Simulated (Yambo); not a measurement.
# InP (F-43m) in Yambo: further runs

Runs on InP. Level: PBEsol. Tasks: optical spectrum, G0W0 quasiparticle levels.

Everything below comes from runs of Yambo 5.3.0. Logs are shortened: lines on timing, memory, paths and dates and some standing lists are left out, and cuts for length are marked.

**Measured values to compare with.**

A printed reference work, data compilation reports, for a bulk crystal of InP at 1.6 K: band gap 1.4236 eV (direct).

The results are compared with them further down.

## Step 1: Starting point

It takes space group F-43m (No. 216, cubic). The conventional cell has a = 5.861 Å, b = 5.861 Å, c = 5.861 Å, α = 90.00°, β = 90.00°, γ = 90.00°. Around In (site symmetry -43m) lie 4 P at 2.54 Å. Around P (site symmetry -43m) lie 4 In at 2.54 Å.

## Step 2: Optical spectrum, PBEsol

optics7.in reads:

```
optics
chi
Chimod= "IP"
% BndsRnXd
 1 | 29 |
%
% LongDrXd
 0 | 0 | 1 |
%
% QpntsRXd
 1 | 1 |
%
% EnRngeXd
 0 | 30 | eV
%
% DmRngeXd
 0.05 | 0.05 | eV
%
ETStpsXd= 150
Gauge= "velocity"
```

scf.in reads:

```
&CONTROL
  calculation = 'scf'
  prefix = 'pwscf'
  outdir = './tmp'
  pseudo_dir = './pseudo'
/
&SYSTEM
  ibrav = 0
  nat = 2
  ntyp = 2
  ecutwfc = 70
  nbnd = 15
  occupations = 'smearing'
  smearing = 'fd'
  degauss = 0.00367493
  force_symmorphic = .true.
/
&ELECTRONS
  conv_thr = 4d-10
  electron_maxstep = 120
  mixing_beta = 0.5
/
ATOMIC_SPECIES
In   114.8180 In.upf
P     30.9738 P.upf
CELL_PARAMETERS angstrom
   0.0000000000    2.9305000000    2.9305000000
   2.9305000000    0.0000000000    2.9305000000
   2.9305000000    2.9305000000    0.0000000000
ATOMIC_POSITIONS crystal
In     0.0000000000    0.0000000000    0.0000000000
P      0.7500000000    0.7500000000    0.7500000000
K_POINTS automatic
12 12 12 0 0 0
```

nscf.in reads:

```
&CONTROL
  calculation = 'nscf'
  prefix = 'pwscf'
  outdir = './tmp'
  pseudo_dir = './pseudo'
/
&SYSTEM
  ibrav = 0
  nat = 2
  ntyp = 2
  ecutwfc = 70
  nbnd = 29
  occupations = 'fixed'
  force_symmorphic = .true.
/
&ELECTRONS
  conv_thr = 1d-08
  diago_full_acc = .true.
  diago_thr_init = 1d-06
/
ATOMIC_SPECIES
In   114.8180 In.upf
P     30.9738 P.upf
CELL_PARAMETERS angstrom
   0.0000000000    2.9305000000    2.9305000000
   2.9305000000    0.0000000000    2.9305000000
   2.9305000000    2.9305000000    0.0000000000
ATOMIC_POSITIONS crystal
In     0.0000000000    0.0000000000    0.0000000000
P      0.7500000000    0.7500000000    0.7500000000
K_POINTS automatic
12 12 12 0 0 0
```

Potentials or basis: PseudoDojo 0.4.1 SR PBEsol standard.

Launch:

```
OMP_NUM_THREADS=1 pw.x -in scf.in > scf.out
OMP_NUM_THREADS=1 pw.x -in nscf.in > nscf.out
cd tmp/pwscf.save; p2y; mv SAVE ../..; cd ../..
OMP_NUM_THREADS=1 yambo
OMP_NUM_THREADS=1 yambo -F optics7.in -J optics7 -C optics7_out
```

Yambo's report:

```text
[... sections 02.01 to 02.04 as in the set-up run ...]

  [02.05] Energies & Occupations
  ==============================

  [X] === General ===
  [X] Electronic Temperature                        :  0.000000  0.000000 [eV K]
  [X] Bosonic    Temperature                        :  0.000000  0.000000 [eV K]
  [X] Finite Temperature mode                       : no
  [X] El. density                                   :  0.35762E+24 [cm-3]
  [X] Fermi Level                                   :  7.039082 [eV]

  [X] === Gaps and Widths ===
  [X] Conduction Band Min                           :  0.614099 [eV]
  [X] Valence Band Max                              :  0.000000 [eV]
  [X] Filled Bands                                  :   9
  [X] Empty Bands                                   :  10  29
  [X] Direct Gap                                    :  0.614099 [eV]
  [X] Direct Gap localized at k                     :  1
  [X] Indirect Gap                                  :  0.614099 [eV]
  [X] Indirect Gap between kpts                     :  1  1
  [X] Last valence band width                       :  2.962108 [eV]
  [X] 1st conduction band width                     :  3.586594 [eV]

 [03] Transferred momenta grid and indexing
 ==========================================

 IBZ Q-points                                      :   72
 BZ  Q-points                                      :  1728

 K/Q-points units:
 rlu = crystal or reduced units; cc = cartesian coordinates; iku = interal k-units

 Q [ 1]         [rlu]:  0.000000  0.000000  0.000000
 Q [ 2]         [rlu]: -0.71380E-18 -0.71380E-18  0.83333E-01
 Q [ 3]         [rlu]: -0.14276E-17 -0.14276E-17  0.16667
 Q [ 4]         [rlu]:  0.33022E-16  0.52668E-17  0.25000
 Q [ 5]         [rlu]: -0.28552E-17 -0.28552E-17  0.33333
 Q [ 6]         [rlu]:  0.21929E-17  0.21929E-17  0.41667
 Q [ 7]         [rlu]: -0.66045E-16 -0.10534E-16 -0.50000
 Q [ 8]         [rlu]: -0.29125E-19  0.83333E-01  0.83333E-01
 Q [ 9]         [rlu]:  0.12341E-16  0.83333E-01  0.16667
 Q [10]         [rlu]:  0.12450E-16  0.83333E-01  0.25000
 Q [11]         [rlu]:  0.29730E-16  0.83333E-01  0.33333
 Q [12]         [rlu]:  0.38070E-16  0.83333E-01  0.41667
 Q [13]         [rlu]:  0.55827E-16  0.83333E-01  0.50000
 Q [14]         [rlu]:  0.92215E-17  0.83333E-01 -0.41667
 Q [15]         [rlu]: -0.12070E-16  0.83333E-01 -0.33333
[... 33 lines left out ...]
 Q [49]         [rlu]:  0.083333  0.250000  0.333333
 Q [50]         [rlu]:  0.083333  0.250000  0.416667

 Remaining 22 points informations can be written running with -fatlog

 [04] Dipoles
 ============

  [04.01] Setup: observables and procedures
  =========================================

  [WF-Oscillators/G space/Transverse up loader] Normalization (few states)  min/max  :  0.60715E-17   1.0000

  [WR./optics7//ndb.dipoles]------------------------------------------------------
   Brillouin Zone Q/K grids (IBZ/BZ)                :    72  1728    72  1728
   RL vectors                                       :   4279 [WF]
   Fragmentation                                    : yes
   Electronic Temperature                           :  0.000000 [K]
   Bosonic    Temperature                           :  0.000000 [K]
   DIP band range                                   :   1  29
   DIP band range limits                            :   9  10
   DIP e/h energy range                             : -1.000000 -1.000000 [eV]
   RL vectors in the sum                            :   4279
   [r,Vnl] included                                 : yes
   Bands ordered                                    : yes
   Direct v evaluation                              : no
   Approach used                                    : G-space v
   Dipoles computed                                 : R V P [G-space]
   Wavefunctions                                    : Perdew, Burke & Ernzerhof SOL(X)+Perdew, Burke & Ernzerhof SOL(C)

  [WARNING] [r,Vnl^pseudo] included in position and velocity dipoles.

  [WARNING] In case H contains other non local terms, these are neglected

 [05] Optics
 ===========

 [X-CG] R(p) Tot o/o(of R):   10700  311040     100
```

Run time: 78 s. Hardware: 1 thread of Intel Xeon 6975P-C (Granite Rapids), shared host; peak memory 0.28 GiB.

What came out:

| Property | Result |
| --- | --- |
| Band gap on the k mesh, mean-field level | 0.61 eV, direct |
| Absorption peak | 4.23 eV |
| Electronic dielectric constant along the field | 13.21 |

Dielectric function (along the field direction of the input):
```csv
energy (eV),real part,imaginary part
0.40,14.51,0.72
1.41,10.17,7.82
2.42,7.07,14.68
3.42,13.38,12.63
4.43,1.34,14.20
5.44,-1.71,8.69
6.44,-7.33,4.23
7.45,-3.38,3.29
8.46,-2.30,2.42
9.46,-1.68,1.25
10.67,-1.07,0.61
11.68,-0.58,0.55
12.68,-0.30,0.39
13.69,-0.14,0.32
14.70,0.18,0.23
15.70,0.40,0.16
16.71,0.47,0.46
17.72,0.54,0.35
18.72,0.58,0.43
19.93,0.43,0.40
```

Energy-loss function:
```csv
energy (eV),loss
0.0,0.002
1.2,0.005
2.6,0.041
3.8,0.035
5.2,0.088
6.4,0.059
7.9,0.178
9.1,0.292
10.5,0.319
11.7,0.860
13.1,1.239
14.3,4.360
15.7,0.855
16.9,1.154
18.3,0.635
19.5,1.240
20.9,0.899
22.1,0.616
23.6,0.575
24.8,0.503
26.2,0.714
27.4,0.515
28.8,0.330
30.0,0.480
```

Caveat: independent-particle spectra lack excitons; spin-orbit coupling is left out, which moves the levels of the heavy elements.

## Step 3: G0W0 quasiparticle levels, PBEsol

g0w00.in reads:

```
gw0
dyson
el_el_corr
rim_cut
HF_and_locXC
ppa
em1d
RandQpts= 1000000
RandGvec= 50 RL
EXXRLvcs= 70 Ry
VXCRLvcs= 70 Ry
Chimod= "HARTREE"
% BndsRnXp
 1 | 159 |
%
NGsBlkXp= 6 Ry
% LongDrXp
 1 | 1 | 1 |
%
PPAPntXp= 27.21138 eV
% GbndRnge
 1 | 159 |
%
GTermKind= "BG"
DysSolver= "n"
ExtendOut
% QPkrange
 1 | 1 | 9 | 10 |
%
```

scf.in: that of step 2 with these lines changed.

```diff
@@ -33,2 +33,2 @@
 K_POINTS automatic
-12 12 12 0 0 0
+8 8 8 0 0 0
```

nscf.in: that of step 2 with these lines changed.

```diff
@@ -11,3 +11,3 @@
   ecutwfc = 70
-  nbnd = 29
+  nbnd = 159
   occupations = 'fixed'
@@ -31,2 +31,2 @@
 K_POINTS automatic
-12 12 12 0 0 0
+6 6 6 0 0 0
```

Potentials or basis: PseudoDojo 0.4.1 SR PBEsol standard.

Launch:

```
OMP_NUM_THREADS=1 pw.x -in scf.in > scf.out
OMP_NUM_THREADS=1 pw.x -in nscf.in > nscf.out
cd tmp/pwscf.save; p2y; mv SAVE ../..; cd ../..
OMP_NUM_THREADS=1 yambo
OMP_NUM_THREADS=1 yambo -F g0w00.in -J g0w00 -C g0w00_out
```

Yambo's report:

```text
[... sections 02.01 to 02.04 as in the set-up run ...]

  [02.05] Energies & Occupations
  ==============================

  [X] === General ===
  [X] Electronic Temperature                        :  0.000000  0.000000 [eV K]
  [X] Bosonic    Temperature                        :  0.000000  0.000000 [eV K]
  [X] Finite Temperature mode                       : no
  [X] El. density                                   :  0.35762E+24 [cm-3]
  [X] Fermi Level                                   :  7.040825 [eV]

  [X] === Gaps and Widths ===
  [X] Conduction Band Min                           :  0.613406 [eV]
  [X] Valence Band Max                              :  0.000000 [eV]
  [X] Filled Bands                                  :   9
  [X] Empty Bands                                   :   10  159
  [X] Direct Gap                                    :  0.613406 [eV]
  [X] Direct Gap localized at k                     :  1
  [X] Indirect Gap                                  :  0.613406 [eV]
  [X] Indirect Gap between kpts                     :  1  1
  [X] Last valence band width                       :  2.829700 [eV]
  [X] 1st conduction band width                     :  2.977323 [eV]

 [03] Transferred momenta grid and indexing
 ==========================================

[... 271 lines left out ...]
   B=10 Eo=  0.61 E=  0.53 E-Eo= -0.08 Re(Z)=0.80 Im(Z)=-0.137329E-2 nlXC= -7.96058 lXC= -11.3008 So= -3.44408

  [WR./g0w00//ndb.QP]-------------------------------------------------------------
   Lattice constants                                :  5.537842  5.537842  5.537842
   Coulomb cutoff potential                         : none
   Electronic Temperature                           :  0.000000 [K]
   Bosonic    Temperature                           :  0.000000 [K]
   Green`s function   energies                      : Perdew, Burke & Ernzerhof SOL(X)+Perdew, Burke & Ernzerhof SOL(C)
   wavefunctions                                    : Perdew, Burke & Ernzerhof SOL(X)+Perdew, Burke & Ernzerhof SOL(C)
   PPA    diel. fun.  energies                      : Perdew, Burke & Ernzerhof SOL(X)+Perdew, Burke & Ernzerhof SOL(C)
   wavefunctions                                    : Perdew, Burke & Ernzerhof SOL(X)+Perdew, Burke & Ernzerhof SOL(C)
   QP tot states                                    :  2
   GW solver                                        : Newton
   GW approximation                                 : PPA
   PPA imaginary Energy                             :  27.21138 ev
   RIM G`s                                          :   51
   RIM random pts                                   :  1000000
   dS/dw steps                                      :  2
   dS/dw step                                       :  0.100000 ev
   X G`s                                            :   89 used
   X G`s                                            :   89 disk
   X bands                                          :    1  159
   X poles                                          :  100.0000 o/o
   X e/h E range                                    : -1.000000 -1.000000 ev
   X Hxc Kernel                                     : HARTREE
   X BZ energy Double Grid                          : no
   X Optical Averaged directions                    : none
   Sc/G bands                                       :    1  159
   Sc/G damping                                     :  0.100000 ev
   Sc bands terminator                              : yes
   Sc terminator kind                               : BG
   Sc Terminator pole                               :  40.81708
   Sx RL components                                 :   3479

   QP @ state[ 1 ] K range                          :  1  1
   QP @ state[ 1 ] b range                          :   9  10
   GF energies kind                                 : Perdew, Burke & Ernzerhof SOL(X)+Perdew, Burke & Ernzerhof SOL(C)
   GF WF`s kind                                     : Perdew, Burke & Ernzerhof SOL(X)+Perdew, Burke & Ernzerhof SOL(C)
   Xs energies kind                                 : Perdew, Burke & Ernzerhof SOL(X)+Perdew, Burke & Ernzerhof SOL(C)
   Xs WF`s kind                                     : Perdew, Burke & Ernzerhof SOL(X)+Perdew, Burke & Ernzerhof SOL(C)
```

r_setup:

```text
[02] CORE Variables Setup
 =========================

  [02.01] Unit cells
  ==================

  Cell kind             :  FCC
  Atoms in the cell     :  In  P
  number of In atoms    :  1
  number of P  atoms    :  1
[... 335 lines left out ...]

  [03.01] X indexes
  =================

   [03.01.01] Sigma indexes
   ========================

   [WR./SAVE//ndb.kindx]-----------------------------------------------------------
    Fragmentation                                    : no
    Polarization last K ( bz)                        :  216
    Polarization last K (ibz)                        :  16
    QP states                                        :   1  16
    X grid is uniform                                : yes
    Grids (string)                                   :  X S
    Grids (int-vector)                               :  1  0  0  1
```

It took 38 min on 1 thread of Arm Neoverse N1, shared host; peak memory 0.78 GiB.

Results:

```yaml
Band_gap_on_the_k_mesh_mean-field_level: 0.61 eV, direct
Quasiparticle_gap: 1.00 eV
Least_direct_quasiparticle_gap: 1.00 eV
Quasiparticle_gap_at_Γ: 1.00 eV
Band_gap_of_the_same_states_before_the_correction: 0.61 eV
```

Quasiparticle terms (eV):
```
              k point  band  Kohn-Sham level     Vxc      Σx     Σc     Z  result
(0.000, 0.000, 0.000)     9             0.00  -12.42  -13.91   0.89  0.78   -0.47
(0.000, 0.000, 0.000)    10             0.61  -11.30   -7.96  -3.44  0.80    0.53
```

Caveat: the potentials hold a filled d shell without the s and p states of that shell, which can shift GW gaps by tenths of an eV, either way; this version prints the column dSc/dw multiplied by 27.2; the terminator is approximate in this version, by hundredths of an eV; spin-orbit coupling is left out, which moves the levels of the heavy elements.

## Step 4: How close it comes

Step 3. Against the measured gap of InP, 1.4236 eV (direct; 1.6 K; a printed reference work, data compilation), the calculated 1.00 eV is off by -0.42 eV. Spin-orbit coupling on In is left out. The value is that of G0W0 on PBEsol, without temperature or zero-point motion.
